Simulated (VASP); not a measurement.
Wanted: the native input for a VASP 6.6.1 run.

```yaml
Task: relaxation of the atoms
Functional: PBEsol
Potentials_or_basis: VASP PAW PBE potentials, release 64 (Al, P)
Cutoff: 520 eV
k_mesh: 7 × 5 × 1
Occupations: gaussian, width 0.03 eV
Spin: no spin polarisation
Dipole_correction: yes
Further_INCAR_settings: ALGO = Normal; EDIFF = 1e-06; IBRION = 2; EDIFFG = -0.02; NSW = 80
```

The structure of AlP lies in POSCAR:

```
AlP
1.0
    3.8688682900      0.0000000000      0.0000000000
    0.0000000000      5.4714060000      0.0000000000
    0.0000000000      0.0000000000     26.6066048600
Al P
7 7
Direct
    0.5000000000      0.5000000000      0.2818848900
    0.0000000000      0.0000000000      0.3545899300
    0.5000000000      0.5000000000      0.4272949600
    0.0000000000      0.0000000000      0.5000000000
    0.5000000000      0.5000000000      0.5727050400
    0.0000000000      0.0000000000      0.6454100700
    0.5000000000      0.5000000000      0.7181151100
    0.0000000000      0.7500000000      0.2818848900
    0.5000000000      0.2500000000      0.3545899300
    0.0000000000      0.7500000000      0.4272949600
    0.5000000000      0.2500000000      0.5000000000
    0.0000000000      0.7500000000      0.5727050400
    0.5000000000      0.2500000000      0.6454100700
    0.0000000000      0.7500000000      0.7181151100
```

The input as run:

INCAR

```
ALGO = Normal ; DIPOL = 0.5 0.5 0.500
EDIFF = 1E-6 ; EDIFFG = -0.02
ENCUT = 520 ; GGA = PS
IBRION = 2 ; IDIPOL = 3
ISIF = 2 ; ISMEAR = 0
KPAR = 4 ; LASPH = T
LCHARG = F ; LDIPOL = T
LREAL = F ; LWAVE = F
NELM = 80 ; NSW = 80
PREC = Accurate ; SIGMA = 0.03
```

KPOINTS

```
k-points
0
Gamma
  7 5 1
```

Potentials or basis: VASP PAW PBE potentials, release 64 (Al, P).

Run with:

```console
$ cat potpaw_PBE.64/Al/POTCAR potpaw_PBE.64/P/POTCAR > POTCAR
$ mpirun -np 4 vasp_std > vasp.out
```

Results of the run:

```json
{
  "Energy gained by relaxing": "100.4 meV/atom",
  "Ionic steps": "20",
  "Largest force after relaxing": "0.011 eV/Å",
  "Band gap on the k mesh": "1.09 eV, indirect (least direct gap 1.49 eV)"
}
```

Caveat: the PAW data sets were made with another functional, which shifts forces and pressure a little.

It took 31 min on 4 MPI ranks on Intel(R) Xeon(R) Platinum 8488C (Sapphire Rapids), with other jobs on the host, peak memory 0.7 GiB a rank.
